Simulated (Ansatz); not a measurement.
Cell and atoms are relaxed with the symmetry kept. Start:

```
Ag O
1.0
     4.71800    0.00000    0.00000
     0.00000    4.71800    0.00000
     0.00000    0.00000    4.71800
Ag O
4 2
Cartesian
  1.1795 1.1795 1.1795
  1.1795 3.5385 3.5385
  3.5385 3.5385 1.1795
  3.5385 1.1795 3.5385
  0.0000 0.0000 0.0000
  2.3590 2.3590 2.3590
```

The calculation used DFT r2SCAN, scalar-relativistic, plane waves, PAW in Ansatz 0.2.0.

Cutoff 500 eV; k points 8×8×8 on the computed 6-atom cell (Γ-centred); Gaussian smearing, width 0.01 eV; no spin polarisation.

**Question.** What does it relax to?

**Answer.** The volume goes up by 0.43 Å³/atom to 17.93 Å³/atom, and the energy falls by 2.8 meV/atom. Final structure:
```
Ag O
1.0
     4.75622    0.00000    0.00000
     0.00000    4.75622    0.00000
     0.00000    0.00000    4.75622
Ag O
4 2
Direct
  0.25000 0.25000 0.25000
  0.25000 0.75000 0.75000
  0.75000 0.75000 0.25000
  0.75000 0.25000 0.75000
  0.00000 0.00000 0.00000
  0.50000 0.50000 0.50000
```

Cost: 1 run of about 1.9 core-minutes, on Arm Neoverse V1 (shared hosts).